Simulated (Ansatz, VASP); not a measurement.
This is a calculation of Sn for VASP 6.6.1.

Contents of INCAR:

```
SYSTEM = Sn
ALGO = Normal ; EDIFF = 1E-7
ENCUT = 520 ; GGA = PE
ISIF = 2 ; ISMEAR = -1
LASPH = .TRUE. ; LCHARG = .FALSE.
LREAL = .FALSE. ; LWAVE = .FALSE.
NBANDS = 13 ; NELM = 100
PREC = Accurate ; SIGMA = 0.05
```

KPOINTS

```
k-points
0
G
  11 11 11
  0 0 0
```

POSCAR

```
Sn
1.0
   -1.7265390000      1.7755470000      2.3383420000
    1.7265390000     -1.7755470000      2.3383420000
    1.7265390000      1.7755470000     -2.3383420000
Sn
1
Direct
    0.0000000000      0.0000000000      0.0000000000
```

Potentials or basis: VASP PAW PBE potentials, release 64 (Sn_d).

The run is started by

```sh
$ cat potpaw_PBE.64/Sn_d/POTCAR > POTCAR
$ mpirun -np 1 vasp_std > vasp.out
```

Problem. Translate it to Ansatz 0.2.0. Potentials there: all-electron LAPW, scalar-relativistic.

Solution. As run (the cutoff follows the program's own potentials):

input.yaml

```yaml
crystal:
  lattice:
    - [-1.726539, 1.775547, 2.338342]
    - [1.726539, -1.775547, 2.338342]
    - [1.726539, 1.775547, -2.338342]
  atoms:
    - { symbol: Sn, position: [0.0, 0.0, 0.0] }
kpoints:
  mp_grid: { grid: [11, 11, 11] }
scf:
  occupations: { method: fermi_dirac, width: 0.05 }
hamiltonian:
  xc: pbe
  pseudopotentials: { kind: all_electron, lapw: { basis_error: 0.0005 } }
output:
  forces: true
  stress: true
  eigenvalues: true
```

Potentials or basis: all-electron LAPW, scalar-relativistic.

Launch:

```sh
$ ansatz run input.yaml --threads 1 --pin off --max-ram 2560MiB --backend cpu --events-out ev --progress --plain --runs-dir out
```

Both were run:

|  | VASP | Ansatz | Ansatz less VASP |
| --- | --- | --- | --- |
| gap on the k mesh at the Fermi level (eV) | none | none | - |
| pressure (GPa) | -1.1 | -1.0 | +0.07 |
| largest component of the traceless stress (GPa) | 1.03 | 1.03 | +0.002 |

A gap of «none» marks a metal or a gap that the smearing closes. Ansatz ran all-electron here, so the differences hold the error of VASP's frozen core and of both bases.
